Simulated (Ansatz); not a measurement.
Born–Oppenheimer molecular dynamics of a periodic cell of 17 atoms, Si₁₆O (host Si, host structure diamond, interstitial O). It starts from a relaxed structure.

Computed with DFT LDA, scalar-relativistic, plane waves, PAW in Ansatz. Settings: PAW set soft_1, cutoff 420 eV, k mesh 2x2x2, fermi-dirac smearing 0.05 eV, spin collinear.

```
ensemble        : NVT, Langevin thermostat
time step       : 1 fs
steps asked     : 200
set temperature : 900 K
friction        : 1 /fs
seed            : 791656
```

Frames 5 fs apart, positions in Å, forces in eV/Å.

Velocities at 10 fs (Å/ps):

```
Si 2.97 -1.74 -2.43
Si 2.98 4.16 0.05
Si 11.85 0.61 -4.68
Si -7.04 -0.34 -4.41
Si 2.81 1.61 4.82
Si -2.35 -2.01 2.77
Si 0.84 -3.23 0.45
Si 7.90 -4.98 -0.27
Si -6.99 -4.07 -6.12
Si 5.63 6.83 -2.76
Si -0.45 -0.44 -2.78
Si -0.49 -1.78 1.35
Si -0.55 1.96 -2.01
Si -5.32 -2.66 -2.27
Si 5.93 -0.37 -7.13
Si 3.01 -0.47 -3.03
O -0.78 7.58 2.62
```

```xyz
17
Lattice="0.0000 5.4300 5.4300 5.4300 0.0000 5.4300 5.4300 5.4300 0.0000" Properties=species:S:1:pos:R:3:forces:R:3 time_fs=10 energy_less_start_eV=0.168 T=542
Si -0.061 0.030 -0.058 0.42 -0.27 0.04
Si 1.337 1.237 1.396 -0.07 0.63 0.18
Si 2.861 2.402 0.030 0.18 -0.71 1.14
Si 3.866 4.130 1.161 -0.15 0.37 -0.02
Si 2.719 -0.032 2.738 -0.56 -0.25 0.37
Si 4.031 1.379 4.044 -0.09 0.38 -0.17
Si 5.167 2.751 2.473 0.05 -0.15 0.23
Si 6.567 4.027 3.828 -0.13 0.75 -0.78
Si -0.043 2.620 2.796 0.63 -0.39 0.11
Si 1.342 4.049 4.096 -0.42 -0.23 0.01
Si 2.675 5.404 2.758 0.32 0.15 0.02
Si 4.248 6.520 4.179 0.21 -0.25 -0.18
Si 2.665 2.671 5.463 0.07 0.09 0.03
Si 4.014 3.945 6.915 0.30 0.04 -0.68
Si 5.571 5.143 5.540 -0.32 0.54 0.72
Si 6.761 6.780 6.855 -0.34 -0.38 -0.39
O 7.323 8.067 9.617 -0.12 -0.30 -0.62
17
Lattice="0.0000 5.4300 5.4300 5.4300 0.0000 5.4300 5.4300 5.4300 0.0000" Properties=species:S:1:pos:R:3:forces:R:3 time_fs=15 energy_less_start_eV=0.350 T=1087
Si -0.056 0.035 -0.060 0.06 -0.30 0.17
Si 1.338 1.243 1.396 -0.14 0.64 0.26
Si 2.853 2.407 0.012 0.74 -1.11 2.28
Si 3.833 4.105 1.149 0.36 0.74 0.22
Si 2.710 -0.041 2.733 -0.34 0.04 0.43
Si 4.031 1.399 4.038 -0.04 -0.04 -0.20
Si 5.177 2.739 2.476 0.00 0.21 0.07
Si 6.591 4.037 3.831 -0.53 0.76 -0.98
Si -0.049 2.639 2.819 0.63 -0.68 -0.11
Si 1.327 4.054 4.092 -0.24 -0.07 0.10
Si 2.679 5.404 2.770 0.14 0.17 -0.32
Si 4.226 6.537 4.176 0.59 -0.47 -0.13
Si 2.665 2.674 5.442 0.04 0.20 0.15
Si 3.988 3.916 6.941 0.67 0.40 -1.16
Si 5.596 5.169 5.518 -0.81 0.33 1.05
Si 6.768 6.797 6.833 -0.25 -0.62 -0.18
O 7.321 8.078 9.646 -0.88 -0.19 -1.64
17
Lattice="0.0000 5.4300 5.4300 5.4300 0.0000 5.4300 5.4300 5.4300 0.0000" Properties=species:S:1:pos:R:3:forces:R:3 time_fs=20 energy_less_start_eV=0.545 T=605
Si -0.059 0.052 -0.070 0.27 -0.50 0.23
Si 1.354 1.242 1.389 -0.63 0.72 0.53
Si 2.823 2.414 0.030 1.80 -1.48 2.68
Si 3.845 4.099 1.121 0.24 0.98 0.53
Si 2.717 -0.010 2.734 -0.57 -0.66 0.41
Si 4.005 1.380 4.050 0.25 0.35 -0.35
Si 5.158 2.737 2.477 0.21 0.06 0.16
Si 6.591 4.023 3.854 -0.35 0.74 -1.59
Si -0.062 2.633 2.846 0.80 -0.61 -0.33
Si 1.327 4.065 4.086 -0.18 -0.23 0.21
Si 2.664 5.416 2.752 0.43 -0.08 -0.28
Si 4.221 6.529 4.174 0.39 -0.47 0.18
Si 2.666 2.652 5.447 -0.11 0.57 0.22
Si 3.993 3.915 6.955 0.60 0.38 -1.21
Si 5.616 5.148 5.511 -1.19 0.49 1.28
Si 6.763 6.773 6.821 -0.44 -0.29 -0.10
O 7.326 8.064 9.665 -1.54 0.04 -2.56
17
Lattice="0.0000 5.4300 5.4300 5.4300 0.0000 5.4300 5.4300 5.4300 0.0000" Properties=species:S:1:pos:R:3:forces:R:3 time_fs=25 energy_less_start_eV=0.817 T=695
Si -0.047 0.052 -0.064 0.13 -0.42 0.15
Si 1.361 1.245 1.394 -0.71 0.83 0.41
Si 2.837 2.429 0.032 1.79 -1.87 3.02
Si 3.851 4.085 1.113 0.38 1.43 0.76
Si 2.711 -0.018 2.727 -0.59 -0.59 0.59
Si 4.005 1.374 4.038 0.22 0.36 -0.06
Si 5.156 2.736 2.481 0.23 0.02 0.18
Si 6.606 3.999 3.861 -0.77 1.47 -1.98
Si -0.089 2.643 2.819 1.16 -0.90 0.28
Si 1.325 4.071 4.096 -0.18 -0.42 0.05
Si 2.660 5.423 2.750 0.44 -0.33 -0.23
Si 4.194 6.526 4.178 0.86 -0.50 0.04
Si 2.684 2.665 5.475 -0.33 0.32 -0.20
Si 3.972 3.901 6.972 0.80 0.76 -1.51
Si 5.638 5.139 5.495 -1.42 0.73 1.55
Si 6.770 6.783 6.841 -0.55 -0.36 -0.38
O 7.336 8.070 9.679 -1.46 -0.54 -2.67
17
Lattice="0.0000 5.4300 5.4300 5.4300 0.0000 5.4300 5.4300 5.4300 0.0000" Properties=species:S:1:pos:R:3:forces:R:3 time_fs=30 energy_less_start_eV=0.804 T=1018
Si -0.024 0.071 -0.060 -0.44 -0.64 -0.07
Si 1.332 1.238 1.402 -0.20 0.75 0.66
Si 2.817 2.406 0.046 1.92 -1.67 3.13
Si 3.828 4.094 1.107 0.69 1.16 0.67
Si 2.736 -0.022 2.726 -1.02 -0.66 0.52
Si 3.990 1.384 4.034 0.60 0.16 0.01
Si 5.158 2.720 2.480 0.14 0.41 0.10
Si 6.600 4.000 3.885 -0.49 1.15 -2.14
Si -0.070 2.628 2.817 0.84 -0.79 0.50
Si 1.328 4.085 4.091 -0.03 -0.56 0.08
Si 2.668 5.428 2.735 0.24 -0.34 -0.20
Si 4.176 6.507 4.184 1.07 -0.34 0.04
Si 2.698 2.653 5.478 -0.59 0.58 -0.38
Si 3.976 3.880 6.969 0.91 0.80 -1.29
Si 5.625 5.132 5.513 -1.39 0.72 1.45
Si 6.770 6.789 6.822 -0.58 -0.51 -0.17
O 7.344 8.057 9.678 -1.68 -0.21 -2.90
17
Lattice="0.0000 5.4300 5.4300 5.4300 0.0000 5.4300 5.4300 5.4300 0.0000" Properties=species:S:1:pos:R:3:forces:R:3 time_fs=35 energy_less_start_eV=0.679 T=921
Si -0.018 0.072 -0.099 -0.16 -0.46 0.41
Si 1.317 1.264 1.435 -0.04 0.34 0.15
Si 2.831 2.414 0.051 1.37 -1.46 2.80
Si 3.818 4.130 1.103 0.85 0.87 0.49
Si 2.736 -0.036 2.745 -0.77 -0.23 0.22
Si 3.988 1.401 4.043 0.63 0.00 -0.26
Si 5.158 2.725 2.473 0.16 0.61 0.12
Si 6.625 4.037 3.870 -0.48 -0.01 -1.56
Si -0.081 2.628 2.812 1.00 -0.79 0.82
Si 1.370 4.073 4.084 -0.61 -0.45 -0.04
Si 2.660 5.433 2.728 0.45 -0.18 -0.14
Si 4.175 6.506 4.188 1.06 -0.36 0.07
Si 2.669 2.644 5.464 -0.06 0.74 -0.15
Si 3.982 3.869 6.970 0.56 0.90 -1.47
Si 5.626 5.127 5.534 -1.29 0.68 1.16
Si 6.780 6.799 6.815 -0.93 -0.64 0.02
O 7.335 8.041 9.676 -1.75 0.43 -2.63
17
Lattice="0.0000 5.4300 5.4300 5.4300 0.0000 5.4300 5.4300 5.4300 0.0000" Properties=species:S:1:pos:R:3:forces:R:3 time_fs=40 energy_less_start_eV=0.579 T=882
Si -0.039 0.097 -0.067 0.20 -0.80 0.12
Si 1.321 1.271 1.430 -0.09 0.32 0.33
Si 2.825 2.407 0.061 0.80 -0.90 1.84
Si 3.813 4.153 1.108 0.74 0.48 0.37
Si 2.725 -0.032 2.745 -0.49 -0.16 0.38
Si 4.017 1.404 4.052 0.07 0.12 -0.34
Si 5.151 2.729 2.471 0.26 0.65 0.06
Si 6.617 4.045 3.866 -0.46 -0.17 -1.37
Si -0.080 2.624 2.800 1.15 -0.88 1.24
Si 1.359 4.077 4.093 -0.61 -0.37 0.00
Si 2.667 5.424 2.722 0.41 0.00 0.34
Si 4.191 6.511 4.229 0.81 -0.37 -0.47
Si 2.663 2.641 5.482 0.15 0.84 -0.39
Si 3.991 3.868 6.991 0.24 1.03 -1.72
Si 5.621 5.138 5.543 -1.12 0.46 1.17
Si 6.786 6.796 6.822 -1.02 -0.62 0.12
O 7.308 8.029 9.662 -1.04 0.38 -1.68
17
Lattice="0.0000 5.4300 5.4300 5.4300 0.0000 5.4300 5.4300 5.4300 0.0000" Properties=species:S:1:pos:R:3:forces:R:3 time_fs=45 energy_less_start_eV=0.616 T=937
Si -0.035 0.112 -0.080 0.07 -0.88 0.57
Si 1.333 1.284 1.419 -0.35 0.38 0.49
Si 2.843 2.427 0.086 0.86 -1.32 1.53
Si 3.784 4.160 1.123 1.27 0.74 0.33
Si 2.704 -0.039 2.731 -0.24 0.02 0.49
Si 3.996 1.383 4.080 0.13 0.43 -0.99
Si 5.164 2.740 2.468 -0.04 0.30 0.30
Si 6.629 4.037 3.856 -0.50 -0.46 -0.86
Si -0.090 2.628 2.815 1.26 -0.86 1.12
Si 1.349 4.102 4.110 -0.63 -0.71 -0.15
Si 2.656 5.415 2.729 0.64 0.10 0.64
Si 4.213 6.497 4.245 0.44 -0.11 -0.47
Si 2.649 2.642 5.469 0.13 0.84 0.09
Si 4.000 3.888 6.994 0.11 0.73 -1.83
Si 5.620 5.149 5.561 -0.85 0.05 0.84
Si 6.789 6.769 6.843 -0.97 -0.06 -0.16
O 7.346 8.017 9.670 -1.33 0.82 -1.97
17
Lattice="0.0000 5.4300 5.4300 5.4300 0.0000 5.4300 5.4300 5.4300 0.0000" Properties=species:S:1:pos:R:3:forces:R:3 time_fs=50 energy_less_start_eV=0.616 T=897
Si -0.045 0.104 -0.062 0.13 -0.75 0.39
Si 1.326 1.293 1.421 -0.40 0.23 0.56
Si 2.818 2.429 0.095 1.20 -1.20 1.52
Si 3.777 4.178 1.139 1.12 0.48 0.14
Si 2.705 -0.048 2.724 -0.37 0.25 0.59
Si 4.008 1.388 4.070 0.11 0.38 -1.02
Si 5.177 2.756 2.439 -0.19 0.16 0.55
Si 6.614 4.031 3.860 -0.30 -0.13 -1.37
Si -0.086 2.639 2.804 1.03 -0.78 1.18
Si 1.355 4.112 4.111 -0.78 -0.75 -0.12
Si 2.645 5.434 2.731 0.88 -0.04 0.91
Si 4.225 6.484 4.270 0.12 0.35 -0.78
Si 2.653 2.647 5.457 0.10 0.71 0.14
Si 3.997 3.910 6.966 0.33 0.46 -1.67
Si 5.635 5.155 5.532 -0.90 0.06 1.40
Si 6.792 6.763 6.852 -0.96 0.20 -0.55
O 7.369 8.046 9.652 -1.14 0.40 -1.85
17
Lattice="0.0000 5.4300 5.4300 5.4300 0.0000 5.4300 5.4300 5.4300 0.0000" Properties=species:S:1:pos:R:3:forces:R:3 time_fs=55 energy_less_start_eV=0.587 T=1113
Si -0.040 0.103 -0.033 0.28 -1.08 0.13
Si 1.315 1.284 1.421 -0.09 0.54 0.60
Si 2.844 2.429 0.105 0.18 -1.22 0.23
Si 3.801 4.167 1.158 0.96 0.60 -0.06
Si 2.687 -0.045 2.733 -0.03 0.30 0.53
Si 4.045 1.355 4.080 -0.49 0.92 -1.01
Si 5.182 2.767 2.435 -0.15 -0.04 0.88
Si 6.630 4.027 3.863 -0.69 0.13 -1.20
Si -0.080 2.643 2.801 0.90 -0.65 1.07
Si 1.367 4.130 4.090 -0.86 -0.75 0.03
Si 2.671 5.448 2.715 0.71 -0.08 0.99
Si 4.236 6.472 4.260 0.01 0.66 -0.80
Si 2.627 2.657 5.454 0.61 0.56 -0.02
Si 3.996 3.934 6.966 0.20 0.22 -1.65
Si 5.618 5.165 5.530 -0.52 -0.05 1.49
Si 6.793 6.787 6.876 -1.00 0.03 -0.86
O 7.357 8.035 9.622 -0.03 -0.09 -0.36
17
Lattice="0.0000 5.4300 5.4300 5.4300 0.0000 5.4300 5.4300 5.4300 0.0000" Properties=species:S:1:pos:R:3:forces:R:3 time_fs=60 energy_less_start_eV=0.603 T=768
Si -0.049 0.063 -0.039 0.43 -0.66 0.16
Si 1.313 1.280 1.410 -0.19 0.56 0.24
Si 2.864 2.433 0.103 -0.03 -1.34 0.18
Si 3.820 4.160 1.171 0.56 0.79 -0.21
Si 2.657 -0.021 2.726 0.54 -0.03 0.59
Si 4.044 1.359 4.096 -0.50 0.85 -1.15
Si 5.163 2.791 2.426 0.33 -0.41 1.32
Si 6.654 4.025 3.870 -1.03 0.11 -1.01
Si -0.051 2.633 2.791 0.66 -0.66 1.22
Si 1.379 4.128 4.090 -0.76 -0.94 0.07
Si 2.686 5.447 2.731 0.55 -0.03 0.77
Si 4.233 6.446 4.271 0.09 1.00 -0.98
Si 2.660 2.673 5.477 0.20 0.30 -0.11
Si 4.003 3.919 6.967 0.11 0.61 -1.22
Si 5.591 5.165 5.543 0.01 -0.26 1.45
Si 6.792 6.797 6.902 -0.95 0.00 -1.02
O 7.377 8.021 9.610 -0.03 0.13 -0.30
17
Lattice="0.0000 5.4300 5.4300 5.4300 0.0000 5.4300 5.4300 5.4300 0.0000" Properties=species:S:1:pos:R:3:forces:R:3 time_fs=65 energy_less_start_eV=0.636 T=1253
Si -0.035 0.039 -0.044 0.26 -0.12 0.14
Si 1.288 1.306 1.417 0.28 0.39 -0.07
Si 2.904 2.445 0.101 -0.68 -1.45 0.05
Si 3.818 4.181 1.171 0.55 0.81 -0.14
Si 2.670 0.008 2.718 0.11 -0.22 0.64
Si 4.053 1.373 4.082 -0.46 0.66 -0.78
Si 5.137 2.804 2.436 0.61 -0.47 1.23
Si 6.641 4.026 3.874 -0.46 -0.13 -1.06
Si -0.059 2.624 2.790 0.57 -0.28 1.28
Si 1.409 4.164 4.086 -1.11 -1.45 0.14
Si 2.697 5.464 2.755 0.51 0.12 0.17
Si 4.226 6.437 4.255 0.58 0.97 -0.58
Si 2.660 2.696 5.468 0.24 0.09 -0.06
Si 3.988 3.924 6.967 0.36 0.66 -1.13
Si 5.616 5.179 5.555 -0.26 -0.28 1.38
Si 6.796 6.813 6.915 -0.93 0.11 -1.02
O 7.413 8.017 9.591 -0.16 0.59 -0.18
```

Of the whole run (200 fs, mean temperature of the second half 883 K): A run of 0.2 ps of so small a system gives no equilibrium averages. The friction is so strong that the motion is overdamped, so the time scale means little. Limits of this set-up: coarse k mesh, PAW files made for another functional, a small cell, in which the defect meets its images.

The run took 8.9 min on 1 thread of Intel(R) Xeon(R) 6975P-C (Granite Rapids), with other jobs on the host, peak memory 0.61 GiB.
